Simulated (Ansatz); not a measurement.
Mg₂Si: settings compared (Ansatz)

The input file (Ansatz 0.2.0, plane waves):

```yaml
crystal:
  lattice:
    - [0.0, 3.138609, 3.138609]
    - [3.138609, 0.0, 3.138609]
    - [3.138609, 3.138609, 0.0]
  atoms:
    - { symbol: Si, position: [0.0, 0.0, 0.0] }
    - { symbol: Mg, position: [0.25, 0.25, 0.25] }
    - { symbol: Mg, position: [0.75, 0.75, 0.75] }
  symmetry: { tolerance: 0.0003 }
kpoints:
  mp_grid: { grid: [5, 5, 5], shift: [0, 0, 0] }
magnetization:
  spin_polarized: false
scf:
  occupations: { method: fermi_dirac }
hamiltonian:
  pseudopotentials: { kind: paw }
  xc: r2scan
basis:
  ecutwfc: 500
output:
  forces: true
  stress: true
  eigenvalues: true
relax:
  max_steps: 40
  cell: {}
```

Launch command:

```bash
ansatz run input.yaml --threads 1 --pin off --max-ram 2560MiB --backend cpu --events-out ev --progress --plain --runs-dir out
```

Origin of the cell: a database entry, scaled a little.

The smearing width isn't typed, so it takes its default of 0.1 eV.

Output of this run (shortened):

```
SCF iter   1: F=—  HF=-4492.407791 eV  Δρ=6.83e-3  dr2=1.95e-2  dr2_τ=5.75e-3
SCF iter   2: F=—  HF=-4492.434942 eV  Δρ=2.07e-3  dr2=1.62e-3  dr2_τ=6.19e-5
SCF iter   3: F=—  HF=-4492.435071 eV  Δρ=7.05e-4  dr2=2.10e-4  dr2_τ=3.87e-6
SCF iter   4: F=—  HF=-4492.435146 eV  Δρ=1.10e-4  dr2=6.40e-6  dr2_τ=9.52e-8
SCF iter   5: F=—  HF=-4492.435151 eV  Δρ=7.30e-6  dr2=1.48e-8  dr2_τ=8.79e-10
SCF iter   6: F=-4492.435151 eV  HF=-4492.435151 eV  Δρ=9.95e-7  dr2=1.13e-9  dr2_τ=2.00e-11
relax step   1: F+E_penalty+E_count = -4492.435151 eV  Δ(F+E_penalty+E_count) = +0.000e0 eV  max|allowed force component| = 2.467e-17 eV/Å  Δτ_max = 0.0000 Å  P = +1.784 GPa  Ω = 61.836 Å³  ( […]
relax step   2: F+E_penalty+E_count = -4492.444185 eV  Δ(F+E_penalty+E_count) = -9.034e-3 eV  max|allowed force component| = 5.667e-17 eV/Å  Δτ_max = 0.0000 Å  P = -0.386 GPa  Ω = 64.075 Å³ […]
relax step   3: F+E_penalty+E_count = -4492.444755 eV  Δ(F+E_penalty+E_count) = -5.702e-4 eV  max|allowed force component| = 8.327e-17 eV/Å  Δτ_max = 0.0000 Å  P = -0.016 GPa  Ω = 63.664 Å³ […]
relax step   4: F+E_penalty+E_count = -4492.444980 eV  Δ(F+E_penalty+E_count) = -2.249e-4 eV  max|allowed force component| = 6.708e-17 eV/Å  Δτ_max = 0.0000 Å  P = -0.018 GPa  Ω = 63.664 Å³  stress off target by 1.81e-2 GPa […]
SCF 4 converged in 4 iterations: F = -4492.444980 eV  dr2 = 8.03e-12
basis re-selected at this cell: Δ(F+E_penalty+E_count) = -2.249e-4 eV, ΔP = -0.002 GPa vs the last step (what re-selecting the basis moved, of the pressure what is left beyond the Pulay corre […]
SCF converged after 4 iterations
Free energy (F): -4492.444980 eV
Harris-Foulkes:  -4492.444980 eV  (|F-HF|=7.82e-11)
Internal energy: -4492.442093 eV  (E = F + TS)
E sigma→0 (E₀):  -4492.443536 eV
Entropy (-TS):   -0.002888 eV (-0.963 meV/atom)
Fermi energy:    6.175252 eV
--- Per-component energies (eV) ---
  E_band       = -732.591073
  E_kinetic    = 190.234485
  E_local      = -3397.472321  (includes V_loc(G=0)·N_el)
  E_nonlocal   = 216.546864
  E_hartree    = 1233.959705
  E_xc         = -105.312895
  E_vxc        = -127.526175  (∫ρ·V_xc dr)
  E_paw        = -1112.053268  (= ΣΔE_a)
  E_vpaw       = -89.134082  (= ΣTr[D̂ρ^β])
  E_aug_tail   = 0.000002  (compensation charges beyond the density's cutoff)
  E_vtau       = 6.840720  (kinetic-family band-sum trace: ∫τ·v_τ [+ j·A + Jᵃ·Aᵃ] dr)
  E_ewald      = -1518.215816
  E_core_change = -0.128849  (= ΣΔE_core)
  E_smearing   = -0.002888  (= −TS)
  Σ components = -4492.444980   (vs F -4492.444980, Δ=0.00e0)
--- Forces (eV/Å), atoms counted from 1 ---
  atom   1  Si    -0.000000     0.000000     0.000000
  atom   2  Mg     0.000000     0.000000     0.000000
  atom   3  Mg    -0.000000    -0.000000    -0.000000
  max |Σ_I F_I| component: 4.63e-17 eV/Å
--- Stress (GPa, compression-positive) ---
       -0.018089      -0.000000      -0.000000
       -0.000000      -0.018089      -0.000000
       -0.000000      -0.000000      -0.018089
  P = ⅓ Tr σ = -0.0181 GPa (-0.181 kbar)
--- Relaxed structure (3 steps of the walk, 3 accepted, 1 SCFs on fresh bases) ---
  F+E_penalty+E_count = -4492.444980 eV   max|allowed force component| = 6.708e-17 eV/Å   (the final SCF, on the basis selected at the relaxed cell)
  cell:  # Å, volume = 63.6643 Å³
    - [0.0, 3.169242, 3.169242]
    - [3.169242, 0.0, 3.169242]
    - [3.169242, 3.169242, 0.0]
  atoms:
    - { symbol: Si, position: [0.0, 0.0, 0.0] }
    - { symbol: Mg, position: [0.250000, 0.250000, 0.250000] }
    - { symbol: Mg, position: [0.750000, 0.750000, 0.750000] }
```

The same input was run again with these changes:

1. `hamiltonian.xc` r2scan → revpbe; `scf.n_extra_bands` default → 2
2. `crystal.symmetry` { tolerance: 0.0003 } → { detect: false }; `basis.ecutwfc` 500 → "36.7 Ry"; `scf.occupations.method` fermi_dirac → tetrahedron
3. `scf.lower_state_search` default → "off"
4. `kpoints.mp_grid.grid` [5, 5, 5] → [5, 4, 6]; `scf.max_iter` default → 60

```
 run        end  SCF iterations  volume (Å³/atom)  max force component (eV/Å)  moment (μB)  ΔE(σ→0) (meV/atom)
base  converged              19             21.22                       0.000            –                   0
   1  converged              21             21.94                       0.000            –                   –
   2  converged              32             21.22                       0.000            –               -0.29
   3  converged              19             21.22                       0.000            –                0.00
   4  converged              23             21.21                       0.000            –               -4.59
```

Energies are compared only where functional, datasets, charge and starting cell are the same.

Not properties of the system: run 4 (a mesh that breaks the symmetry).

Caveats of the base run: the k mesh is coarse if the cell is a metal; the relaxation held the start's symmetry, so the end may be a saddle point.

Run 1: forces of this functional can be a tenth off on datasets made under PBE.
Run 2: forces and stress under tetrahedra may miss the slope of the energy; the cutoff lies below the datasets' advice; the displaced walk ended near the symmetry of the start; the program displaced the start to leave a saddle point.
Run 4: the k mesh keeps only part of the crystal's symmetry.

The base run took 3.6 s on 1 thread of AMD EPYC 9B45 (Zen 5), on a shared host, peak memory 0.56 GiB, from the program's own first density.
